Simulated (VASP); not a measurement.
# Zn (Im-3m) in VASP: a series of runs

Runs on Zn. Level: PBE. Tasks: single point.

All numbers are computed with VASP 6.6.1; they aren't measurements. Logs are shortened: lines on timing, memory, paths and dates and some standing lists are left out, and cuts for length are marked.

**1. The crystal as given**

It takes space group Im-3m (No. 229, cubic). Conventional cell: a = 3.138 Å, b = 3.138 Å, c = 3.138 Å, α = 90.00°, β = 90.00°, γ = 90.00°. Around Zn (site symmetry m-3m) lie 8 Zn at 2.72 Å.

This isn't the form of Zn at room conditions, which is hcp.

**2. Single point, PBE**

The input, INCAR:

```
PREC = Accurate
ENCUT = 520
EDIFF = 1E-6
ISMEAR = 0
SIGMA = 0.15
LREAL = False
LASPH = True
NELM = 100
ALGO = Normal
ISIF = 2
LWAVE = False
LCHARG = False
GGA = PE
NBANDS = 12
```

The input, KPOINTS:

```
regular mesh
0
Gamma
  22 22 22
```

The input, POSCAR:

```
Zn
1.0
   -1.5690370000      1.5690370000      1.5690370000
    1.5690370000     -1.5690370000      1.5690370000
    1.5690370000      1.5690370000     -1.5690370000
Zn
1
Direct
    0.0000000000      0.0000000000      0.0000000000
```

Potentials or basis: VASP PAW PBE potentials, release 64 (Zn).

On the command line:

```bash
$ cat potpaw_PBE.64/Zn/POTCAR > POTCAR
$ mpirun -np 1 vasp_std > vasp.out
```

OUTCAR:

```text
PREC = Accurate
   ENCUT = 520
   EDIFF = 1E-6
   ISMEAR = 0
   LREAL = False
   LASPH = True
   NELM = 100
   ISIF = 2
   GGA = PE

 ion  position               nearest neighbor table
   1  0.000  0.000  0.000-

  LATTYP: Found a body centered cubic cell.
 ALAT       =     3.1380740000

  Lattice vectors:

 A1 = (  -1.5690370000,   1.5690370000,   1.5690370000)
 A2 = (   1.5690370000,  -1.5690370000,   1.5690370000)
 A3 = (   1.5690370000,   1.5690370000,  -1.5690370000)

Analysis of symmetry for initial positions (statically):
=====================================================================
 Subroutine PRICEL returns:
 Original cell was already a primitive cell.

 Routine SETGRP: Setting up the symmetry group for a
 body centered cubic supercell.

 Subroutine GETGRP returns: Found 48 space group operations
 (whereof 48 operations were pure point group operations)
 out of a pool of 48 trial point group operations.

The static configuration has the point symmetry O_h .

Analysis of symmetry for dynamics (positions and initial velocities):
=====================================================================
 Subroutine PRICEL returns:
 Original cell was already a primitive cell.

 Routine SETGRP: Setting up the symmetry group for a
 body centered cubic supercell.

 Subroutine GETGRP returns: Found 48 space group operations
 (whereof 48 operations were pure point group operations)
 out of a pool of 48 trial point group operations.

The dynamic configuration has the point symmetry O_h .

 Subroutine INISYM returns: Found 48 space group operations
 (whereof 48 operations are pure point group operations),
 and found     1 'primitive' translations

----------------------------------------------------------------------------------------

                                     Primitive cell

  volume of cell :      15.4511

  direct lattice vectors                    reciprocal lattice vectors
    -1.569037000  1.569037000  1.569037000     0.000000000  0.318666800  0.318666800
     1.569037000 -1.569037000  1.569037000     0.318666800  0.000000000  0.318666800
     1.569037000  1.569037000 -1.569037000     0.318666800  0.318666800  0.000000000

  length of vectors
     2.717651803  2.717651803  2.717651803     0.450662911  0.450662911  0.450662911

  position of ions in fractional coordinates (direct lattice)
     0.000000000  0.000000000  0.000000000

  ion indices of the primitive-cell ions
   primitive index   ion index
                 1           1

----------------------------------------------------------------------------------------

 KPOINTS: regular mesh

Automatic generation of k-mesh.
 Grid dimensions read from file:
 generate k-points for:   22   22   22

 Generating k-lattice:

  Cartesian coordinates                     Fractional coordinates (reciprocal lattice)
     0.000000000  0.014484855  0.014484855     0.045454545  0.000000000  0.000000000
     0.014484855  0.000000000  0.014484855     0.000000000  0.045454545  0.000000000
     0.014484855  0.014484855  0.000000000     0.000000000  0.000000000  0.045454545

  Length of vectors
     0.020484678  0.020484678  0.020484678

  Shift w.r.t. Gamma in fractional coordinates (k-lattice)
     0.000000000  0.000000000  0.000000000

 Subroutine IBZKPT returns following result:
 ===========================================

 Found    328 irreducible k-points:

 Following reciprocal coordinates:
            Coordinates               Weight
  0.000000  0.000000  0.000000      1.000000
  0.045455  0.000000  0.000000     12.000000
  0.090909  0.000000  0.000000     12.000000
  0.136364  0.000000  0.000000     12.000000
  0.181818  0.000000  0.000000     12.000000
  0.227273  0.000000  0.000000     12.000000
[... 16 lines left out ...]
  0.090909  0.090909  0.000000     24.000000
  0.136364  0.090909  0.000000     48.000000
 [... further k-points ...]
   k-points           NKPTS =    328   k-points in BZ     NKDIM =    328   number of bands    NBANDS=     12
   number of dos      NEDOS =    301   number of ions     NIONS =      1
   total plane-waves  NPLWV =   8000
   dimension x,y,z NGX =    20 NGY =   20 NGZ =   20
   dimension x,y,z NGXF=    40 NGYF=   40 NGZF=   40
   ions per type =               1
   NGX,Y,Z   is equivalent  to a cutoff of  12.23, 12.23, 12.23 a.u.
   NGXF,Y,Z  is equivalent  to a cutoff of  24.47, 24.47, 24.47 a.u.
 SYSTEM =  unknown system
   PREC   = accura    normal or accurate (medium, high low for compatibility)
   ISTART =      0    job   : 0-new  1-cont  2-samecut
   ICHARG =      2    charge: 1-file 2-atom 10-const
   ISPIN  =      1    spin polarized calculation?
   LNONCOLLINEAR =      F non collinear calculations
   LSORBIT =      F    spin-orbit coupling
   LASPH  =      T    aspherical Exc in radial PAW
   ENCUT  =  520.0 eV  38.22 Ry    6.18 a.u.   5.05  5.05  5.05*2*pi/ulx,y,z
   NELM   =    100;   NELMIN=  2; NELMDL= -5     # of ELM steps
   EDIFF  = 0.1E-05   stopping-criterion for ELM
   LREAL  =      F    real-space projection
   EDIFFG = 0.1E-04   stopping-criterion for IOM
   NSW    =      0    number of steps for IOM
   IBRION =     -1    ionic relax: 0-MD 1-quasi-New 2-CG
   NFREE  =      0    steps in history (QN), initial steepest desc. (CG)
   ISIF   =      2    stress and relaxation
   ISYM   =      2    0-nonsym 1-usesym 2-fastsym
   POTIM  = 0.5000    time-step for ionic-motion
   TEBEG  =    0.0;   TEEND  =   0.0 temperature during run
   PSTRESS=    0.0 pullay stress
   NELECT =      12.0000    total number of electrons
   NUPDOWN=      -1.0000    fix difference up-down
   EMIN   =  10.00;   EMAX   =-10.00  energy-range for DOS
   EFERMI =   0.00;   METHOD = LEGACY
   ISMEAR =     0;   SIGMA  =   0.15  broadening in eV -4-tet -1-fermi 0-gaus
   EFERMI_NEDOS =   21; number of points for ismear=-14 and -15
   IALGO  =     38    algorithm
   IMIX   =      4    mixing-type and parameters
     AMIX     =   0.40;   BMIX     =  1.00
     AMIX_MAG =   1.60;   BMIX_MAG =  1.00
  volume/ion in A,a.u.               =      15.45       104.27
  Fermi-wavevector in a.u.,A,eV,Ry     =   1.504811  2.843681 30.809811  2.264457
  Thomas-Fermi vector in A             =   2.615742
   LORBIT       =      0    0 simple, 1 ext, 2 COOP (PROOUT), +10 PAW based schemes
   GGA     = PE    functional components
   LHFCALC =     F    Hartree Fock is set to
   AEXX    =    0.0000 exact exchange contribution
   IVDW    =     0    specifies the selected vdW correction
   LEPSILON=     F    determine dielectric tensor
   LRPA    =     F    only Hartree local field effects (RPA)
 non-spin polarized calculation
 Gauss-broadening in eV      SIGMA  =   0.15
  energy-cutoff  :      520.00
  volume of cell :       15.45
 maximum number of plane-waves:       430
   NGX = 11   NGY = 11   NGZ = 11

 number of electron      12.0000023 magnetization

 Free energy of the ion-electron system (eV)
  ---------------------------------------------------
  ext. energy  EPLUGINS =         0.00000000
  ---------------------------------------------------
  free energy    TOTEN  =        -1.02554848 eV

  energy without entropy =       -1.02171512  energy(sigma->0) =       -1.02363180

 E-fermi :   3.1309     XC(G=0): -11.4832

 val. band max:        3.1151434225   @ k =   0.4091   0.0455   0.0455
 cond. band min:       3.1465342711   @ k =   0.3636   0.1818   0.0455
 fundamental gap:      0.0313908487
 Fermi energy:         3.1309097359

 k-point     1 :       0.0000    0.0000    0.0000
  band No.  band energies     occupation
      1      -7.2483      2.00000
      2      -4.6661      2.00000
      3      -4.6661      2.00000
      4      -4.6661      2.00000
      5      -4.1697      2.00000
      6      -4.1697      2.00000
      7      22.0506      0.00000
      8      22.0506      0.00000
      9      22.0506      0.00000
     10      23.8005      0.00000
     11      23.8005      0.00000
     12      23.8005      0.00000

 k-point     2 :       0.0455    0.0000    0.0000
  band No.  band energies     occupation
      1      -7.1830      2.00000
      2      -4.6722      2.00000
      3      -4.6647      2.00000
      4      -4.6508      2.00000
      5      -4.1756      2.00000
      6      -4.1693      2.00000
      7      21.0633      0.00000
      8      21.5123      0.00000
      9      21.7601      0.00000
     10      22.9765      0.00000
     11      23.2119      0.00000
     12      23.5931      0.00000

 k-point     3 :       0.0909    0.0000    0.0000
  band No.  band energies     occupation
      1      -6.9888      2.00000
      2      -4.6901      2.00000
      3      -4.6600      2.00000
      4      -4.6058      2.00000
      5      -4.1914      2.00000
      6      -4.1682      2.00000
      7      18.9176      0.00000
      8      20.4582      0.00000
      9      20.9747      0.00000
     10      22.3106      0.00000
     11      22.3691      0.00000
     12      23.5755      0.00000
[... 286 lines left out ...]
 k-point    23 :       0.0909    0.0909    0.0000
  band No.  band energies     occupation
      1      -6.4876      2.00000
      2      -4.7119      2.00000
      3      -4.6848      2.00000
      4      -4.4706      2.00000
      5      -4.2272      2.00000
      6      -4.1579      2.00000
      7      16.6259      0.00000
      8      16.8870      0.00000
      9      19.1086      0.00000
     10      22.2745      0.00000
     11      22.5643      0.00000
     12      24.1103      0.00000

 k-point    24 :       0.1364    0.0909    0.0000
  band No.  band energies     occupation
      1      -6.0802      2.00000
      2      -4.7402      2.00000
      3      -4.6824      2.00000
      4      -4.3519      2.00000
      5      -4.2463      2.00000
      6      -4.1451      2.00000
      7      14.5015      0.00000
      8      15.8207      0.00000
      9      18.2018      0.00000
     10      21.7889      0.00000
     11      22.7430      0.00000
     12      24.2260      0.00000

 [... further k-points ...]

------------------------ aborting loop because EDIFF is reached ----------------------------------------

  FORCE on cell =-STRESS in cart. coord.  units (eV):
  Direction    XX          YY          ZZ          XY          YZ          ZX
  --------------------------------------------------------------------------------------
  -------------------------------------------------------------------------------------
  Total        0.0116682      0.0116682      0.0116682     -0.0000000     -0.0000000      0.0000000
  in kB        1.2099146      1.2099146      1.2099146     -0.0000000     -0.0000000      0.0000000
  external PRESSURE =       1.2099146 kB  Pullay stress =       0.0000000 kB

 VOLUME and BASIS-vectors are now :
 -----------------------------------------------------------------------------
  energy-cutoff  :      520.00
  volume of cell :       15.45
      direct lattice vectors                 reciprocal lattice vectors
    -1.569037000  1.569037000  1.569037000     0.000000000  0.318666800  0.318666800
     1.569037000 -1.569037000  1.569037000     0.318666800  0.000000000  0.318666800
     1.569037000  1.569037000 -1.569037000     0.318666800  0.318666800  0.000000000

 POSITION                                       TOTAL-FORCE (eV/Angst)
 -----------------------------------------------------------------------------------
      0.00000      0.00000      0.00000         0.000000     -0.000000      0.000000
 -----------------------------------------------------------------------------------
    total drift:                                0.000000     -0.000000      0.000000

  FREE ENERGIE OF THE ION-ELECTRON SYSTEM (eV)
  ---------------------------------------------------
  free  energy   TOTEN  =        -1.0255484820 eV

  energy  without entropy=       -1.0217151240  energy(sigma->0) =       -1.02363180
```

Run time: 36 s. Hardware: 1 thread of Intel Xeon Platinum 8488C (Sapphire Rapids), shared host; peak memory 0.17 GiB.

Results:

| Property | Result |
| --- | --- |
| Free energy | -1.0255 eV |
| Pressure | 0.1 GPa |
| Band gap on the k mesh | none (metal or under the smearing width) |

(Part 1 of 2 ends here.)
